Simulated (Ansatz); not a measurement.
Spin-resolved density of states of CrCuO2 (R-3m)

The source of the geometry is a structure as deposited in COD; atoms and cell stay fixed.

Settings: PBEsol, 11×11×11 k mesh, Fermi–Dirac smearing of 0.08 eV. LAPW is all-electron LAPW in Ansatz 0.2.0. Site moments are integrated in spheres about the atoms. DFT+U (Dudarev's form): U = 3.0 eV on Cr d, U = 3.0 eV on Cu d.

The run was typed so:

```yaml
crystal:
  lattice:
    - [1.4867, 0.8583466452, 5.7]
    - [-1.4867, 0.8583466452, 5.7]
    - [0.0, -1.7166932904, 5.7]
  atoms:
    - { symbol: Cr, position: [0.5, 0.5, 0.5], spin: 3.0 }
    - { symbol: Cu, position: [0.0, 0.0, 0.0] }
    - { symbol: O, position: [0.10792, 0.10792, 0.10792] }
    - { symbol: O, position: [0.89208, 0.89208, 0.89208] }
magnetization:
  spin_polarized: true
kpoints:
  mp_grid: { grid: [11, 11, 11] }
scf:
  occupations: { method: fermi_dirac, width: 0.08 }
hamiltonian:
  xc: pbesol
  pseudopotentials: { kind: all_electron, lapw: { basis_error: 0.001 } }
  hubbard:
    sites: [{ species: Cr, l: d, u_eff: 3 }, { species: Cu, l: d, u_eff: 3 }]
output:
  forces: true
  stress: true
  eigenvalues: true
  hubbard: { sites: [{ species: Cr, l: d }, { species: Cu, l: d }] }
  populations: true
  dos: { projected: true, de: 0.1, e_range: [-10, 8] }
```

Command: `ansatz run input.yaml --threads 2 --pin off --max-ram 6144MiB --backend cpu --events-out ev --progress --plain --runs-dir out`

Density of states, smoothed by a Gaussian of 0.15 eV:

```
E − E_F (eV)  majority (states/eV/cell)  minority (states/eV/cell)
       -7.00                       1.36                       1.56
       -6.60                       0.82                       1.40
       -6.20                       1.70                       1.24
       -5.80                       1.85                       1.62
       -5.40                       1.48                       2.03
       -5.00                       2.13                       2.11
       -4.60                       1.64                       2.28
       -4.20                       1.06                       1.53
       -3.80                       2.10                       2.14
       -3.40                       2.87                       1.81
       -3.00                       4.87                       2.51
       -2.60                       2.50                       3.68
       -2.20                       2.73                       1.08
       -1.80                       2.67                       0.54
       -1.40                       1.41                       0.85
       -1.00                       0.57                       0.03
       -0.60                       0.01                       0.00
       -0.20                       0.00                       0.00
        0.20                       0.00                       0.00
        0.60                       0.01                       0.00
        1.00                       0.28                       0.00
        1.40                       0.83                       0.25
        1.80                       1.35                       1.16
        2.20                       1.96                       0.91
        2.60                       1.04                       2.06
        3.00                       0.82                       1.99
        3.40                       0.94                       3.23
        3.80                       0.20                       1.91
        4.20                       0.09                       2.78
```

What spin moment does the cell carry?

3.00 μB. Site moments (μB): Cr1 2.67, Cu2 0.00, O3 -0.03, O4 -0.03.

Löwdin populations of d and f shells (filled inner shells left out):

```csv
shell,up,down
Cr1 3d,3.65,0.72
Cu2 3d,4.85,4.86
```

Further occupied bands lie below the window, the nearest with its top at -7.4 eV.

The magnetic state is the one that this cell and start allow. It needn't be the compound's measured order, which may need a larger cell or be absent.
